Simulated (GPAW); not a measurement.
Wanted: an ASE script for a GPAW 26.7.0 run.

- Task: dielectric tensor
- Functional: RPBE
- Potentials or basis: the program's PAW data sets (release 1.2.1) made for this functional
- Cutoff: 500 eV
- Basis: pw
- k mesh: 6 × 6 × 6
- Occupations: fermi-dirac, width 0.001 eV
- Spin: no spin polarisation
- Response ecut: 80 eV
- Maxiter: 150
- Response k mesh: 12 × 12 × 12
- Response bands: 30
- Kernels: ["RPA"]
- Coarser k mesh: 12 × 12 × 12

The structure of PbS lies in PbS.xyz:

```xyz
2
Lattice="2.1126617058 1.2197458045 3.4519162518 -2.1126617058 1.2197458045 3.4519162518 0.0000000000 -2.4394916091 3.4519162518" Properties=species:S:1:pos:R:3 pbc="T T T"
Pb     0.0000000000     -0.0000000001     10.1544928558
S      0.0000000000      0.0000000000      4.9193488057
```

The cell is a database's computed one.

One way to write it, as run:

run.py

```python
import numpy as np
from ase.dft.bandgap import bandgap
from ase.io import read, write
from gpaw import GPAW, PW
from gpaw.response.df import DielectricFunction

atoms = read('PbS.xyz')

calc = GPAW(mode=PW(500),
            xc='RPBE',
            kpts={'size': (6, 6, 6), 'gamma': True},
            occupations={'name': 'fermi-dirac', 'width': 0.001},
            nbands=19,
            convergence={'density': 1e-06},
            maxiter=150,
            txt='gpaw.txt')
atoms.calc = calc
energy = atoms.get_potential_energy()
calc.write('gs.gpw')
write('result.traj', atoms)
print(f'Energy: {energy:.6f} eV')
print('Fermi level:', round(calc.get_fermi_level(), 4), 'eV')
print(f'Gap: {bandgap(calc)[0]:.4f} eV, direct: {bandgap(calc, direct=True)[0]:.4f} eV')

for size in [(12, 12, 12)]:
    name = 'x'.join(str(n) for n in size)
    dense = calc.fixed_density(kpts={'size': size, 'gamma': True},
                               nbands=36, convergence={'bands': 30, 'eigenstates': 1e-7},
                               update_fermi_level=True, txt=f'dense-{name}.txt')
    dense.write(f'{name}.gpw', mode='all')
    df = DielectricFunction(f'{name}.gpw', frequencies=np.array([0.0]), hilbert=False, eta=0.001,
                            ecut=80, nbands=30, intraband=False, txt=f'df-{name}.txt')
    for xc in ['RPA']:
        for direction in ['x', 'y', 'z', [0, 1, 1], [1, 0, 1], [1, 1, 0]]:
            e0, e = df.get_macroscopic_dielectric_constant(xc=xc, direction=direction)
            print(f'{name} {xc} {direction}: {e0:.4f} without, {e:.4f} with local fields')
```

Potentials or basis: the program's PAW data sets (release 1.2.1) made for this functional, pw.

The run is started by

```console
$ OMP_NUM_THREADS=1 python run.py
```

It gave:

```json
{"Band gap on the k mesh": "0.50 eV, direct", "Electronic dielectric tensor (diagonal)": "15.07, 15.07, 14.87"}
```

Caveat: the gap is small at this level, which inflates the dielectric constant; the long-wavelength limit can be off by a per cent or two; spin-orbit coupling is left out, which as a rule narrows the gap of such compounds by several tenths of an eV.

It took 4.2 min on 1 thread of Arm Neoverse V1, on a shared host, peak memory 0.51 GiB.
